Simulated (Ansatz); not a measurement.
Crystal: I.

```xyz
1
Lattice="0.0000 2.3656 3.9098 2.1922 0.0000 3.9098 2.1922 2.3656 0.0000" Properties=species:S:1:pos:R:3 pbc="T T T"
I     0.0000    0.0000    0.0000
```

| Property | Result |
| --- | --- |
| Program | Ansatz 0.2.0 |
| Task | relaxation of cell and atoms |
| Functional | RPBE |
| Dispersion | D3(BJ) |
| Potentials or basis | Ansatz PAW |
| Cutoff | 420 eV (not typed: the program's choice for these potentials) |
| k mesh | 9 × 9 × 9 |
| Occupations | fermi-dirac, width 0.05 eV |
| Spin | no spin polarisation |

At the start: volume 40.55 Å³/atom.

How do energy, volume and symmetry change on relaxing?

It ends after 13 steps and the volume is 26.14 Å³/atom (-35.5 %); space group Fmmm (No. 69, to 0.05 Å).

Step by step:
```
step  energy change (eV)  largest force (eV/Å)  volume (Å³)
   1              0.0000                0.0000        40.55
   2             -0.1378                0.0000        35.45
   3             -0.1861                0.0000        32.65
   4             -0.2370                0.0000        30.94
   5             -0.2846                0.0000        29.04
   6             -0.3154                0.0000        26.98
   7             -0.3255                0.0000        26.12
   8             -0.3308                0.0000        25.80
   9             -0.3318                0.0000        26.19
  10             -0.3321                0.0000        26.15
  11             -0.3322                0.0000        26.15
  12             -0.3322                0.0000        26.14
  13             -0.3313                0.0000        26.14
```

Final structure:
```yaml
crystal:
  lattice:
    - [0.00000, 2.15890, 2.88910]
    - [2.09543, 0.00000, 2.88910]
    - [2.09543, 2.15890, 0.00000]
  atoms:
    - { symbol: I, position: [0.00000, 0.00000, 0.00000] }
```

Caveat: the volume moved by over 15 % at a fixed basis, so the end points are rough; the plane-wave basis is chosen anew once the cell has moved, so the energies of steps on either side of that aren't comparable; the PAW data sets come from PBE, with cores solved anew for the run's functional, which leaves a small shift of forces and pressure.
